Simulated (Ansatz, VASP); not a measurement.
**N in VASP and in Ansatz**

```xyz
4
Lattice="4.1672 0.0000 0.0000 -2.0836 3.6089 0.0000 0.0000 0.0000 7.0060" Properties=species:S:1:pos:R:3 pbc="T T T"
N     0.0000    2.4060    2.3045
N     0.0000    2.4060    1.1985
N     2.0836    1.2030    5.8075
N     2.0836    1.2030    4.7015
```

Alike in both runs: task single point; functional PBEsol; k mesh 3 × 3 × 2; no spin polarisation.

|  | VASP | Ansatz |
| --- | --- | --- |
| version | VASP 6.6.1 | Ansatz 0.2.0 |
| potentials or method | VASP PAW PBE potentials, release 64 (N) | plane waves, PAW |
| plane-wave cutoff (eV) | 520 | 470 |
| occupations | gaussian, width 0.01 eV | fixed |
| valence electrons in the cell | 20 | 20 |

```tsv
	VASP	Ansatz	Ansatz less VASP
gap on the k mesh at the Fermi level (eV)	6.97	7.02	+0.046
```

Caveats: the k mesh is coarse (spacing up to 0.58 Å⁻¹), so the values aren't converged; the standard files for N, O and F lose accuracy on very short bonds; an odd mesh through Γ misses points on the zone boundary, where band edges often lie.
